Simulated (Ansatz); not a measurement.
Computed with DFT, revPBE, plane waves (420 eV) with PAW, scalar-relativistic (Ansatz). (PAW data from PBE, frozen cores regenerated.)

An element in the hcp structure gives this curve. The cell is scaled uniformly from the relaxed one, with fractional coordinates and shape fixed. Energies are extrapolated to zero smearing, pressures are those at the given smearing. Magnetic state: ferromagnetic.

```csv
V (Å³/atom),E − E₀ (meV/atom),P (GPa),sphere moment (μB)
9.828,113.7,31.45,0.63
10.275,45.7,18.28,0.65
10.721,10.2,7.96,0.68
11.168,0.1,-0.14,0.71
11.615,10.0,-6.56,0.73
12.062,35.9,-11.64,0.75
12.508,74.4,-15.64,0.76
```

Question: Which element is it?
A. nickel
B. iron
C. ruthenium
D. rhodium

Answer: A. Its fit is V₀ = 11.15 Å³/atom, B₀ = 181 GPa, B₀′ = 4.9.
